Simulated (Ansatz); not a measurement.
Runs of Ansatz 0.2.0 on W2C. The structure is trigonal, space group P-3m1 (No. 164). Conventional cell: a = 3.070 Å, b = 3.070 Å, c = 4.678 Å, α = 90.00°, β = 90.00°, γ = 120.00°. Around W (site symmetry 3m) lie 3 C at 2.13 Å. C (site symmetry -3m) has 6 W at 2.13 Å as nearest neighbours. The cell comes from a database or a generator and needn't be the stable form of this composition.

```csv
task,level,potentials or basis,spin,U,cell,k mesh,cutoff (eV),smearing,temperature,hubbard projectors,double counting,atoms under strain,other keys,mesh quality,gap on the mesh (eV),pressure (GPa),largest force (eV/Å)
density of states,revPBE+D3(BJ)-ATM,PseudoDojo stringent (PBE files),"SOC, no magnetisation",-,as given,10 × 10 × 6,1116,fermi-dirac 0.1 eV,-,-,-,-,-,not flagged,none,(b),(a)
single point,PBE0,JTH PAW,off,-,as given,5 × 5 × 3,1290,fermi-dirac 0.025 eV,-,-,-,-,-,coarse,none,-9.1,0.69
electron localisation function,PBEsol+D3(BJ)-ATM+U,Ansatz PAW,"SOC, no magnetisation",W d U = 4.5 eV,volume scaled by 1.08,10 × 10 × 6,420,fermi-dirac 0.1 eV,-,ortho-atomic (the default),fll (the default),-,scf.occupations.method = fermi_dirac; scf.occupations.width = 0.1; …,not flagged,none,-32.8,0.79
elastic constants,PBE,Ansatz PAW earlier set,off,-,as given,6 × 6 × 4,820,fermi-dirac 0.1 eV,-,-,-,relaxed,-,coarse,none,-1.4,-
```

Task: Fill in the values left out.

Result: (a) 0.06; (b) -10.2.

Caveats: some runs use coarse meshes; pairwise dispersion overbinds metals, which lowers pressure and volume (some runs); the potentials were made for another functional, which shifts forces and pressure (some runs); the thresholds are loose for stress (some runs); U without spin polarisation on a metal has little footing (some runs); the PAW data sets come from PBE, with cores solved anew for the run's functional, which leaves a small shift of forces and pressure (some runs); the U is typed as a test and isn't derived for this compound (some runs); elastic constants of metals need much finer meshes, so these are rough (some runs).

A k mesh can miss the band edges, and rows without SOC leave out spin-orbit coupling on W.

A gap of «none» marks a metal or a gap under the smearing width.

The runs don't all hold the same shells in valence.
